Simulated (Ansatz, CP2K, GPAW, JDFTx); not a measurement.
## One calculation of PtS2, 4 ways

```
Pt S
1.0
     3.54320    0.00000    0.00000
    -1.77160    3.06850    0.00000
     0.00000    0.00000    5.03880
Pt S
1 2
Direct
  0.00000 0.00000 0.00000
  0.66667 0.33333 0.77300
  0.33333 0.66667 0.22700
```

Alike in all runs: task band structure; functional PBEsol; k mesh 9 × 9 × 5; occupations fermi-dirac, width 0.05 eV; no spin polarisation; no spin-orbit coupling. Pressure is positive in compression and, in plane waves, holds the error of the finite cutoff. Gaps are the smaller of the mesh's and the band path's.

```tsv
program and potentials	plane-wave cutoff (eV)	notes	band gap (eV)	pressure (GPa)	largest force (eV/Å)
Ansatz, all-electron LAPW, scalar-relativistic	-	-	?	?	?
GPAW, PAW data sets generated for this functional	600	9.33 valence electrons an atom on average	0.93	6.37	0.969
JDFTx, PseudoDojo-SR-PBEsol-0.4.1-standard with smoothed tails	1143	10 valence electrons an atom on average	0.98	-	-
CP2K, POTENTIAL_UZH Pt GTH-PBE-q18, S GTH-PBE-q6; TZVP-MOLOPT-PBE-GTH basis	-	atomic basis; potentials made for PBE; 10 valence electrons an atom on average	0.96	7.93	1.187
```

Problem. Estimate from the other rows what the run with Ansatz, all-electron LAPW, scalar-relativistic gave.

Solution. Band gap 0.96 eV; pressure 6.40 GPa; largest force 0.951 eV/Å. The other rows, which needn't bracket it: band gap 0.93 to 0.98; pressure 6.37 to 7.93; largest force 0.969 to 1.187.
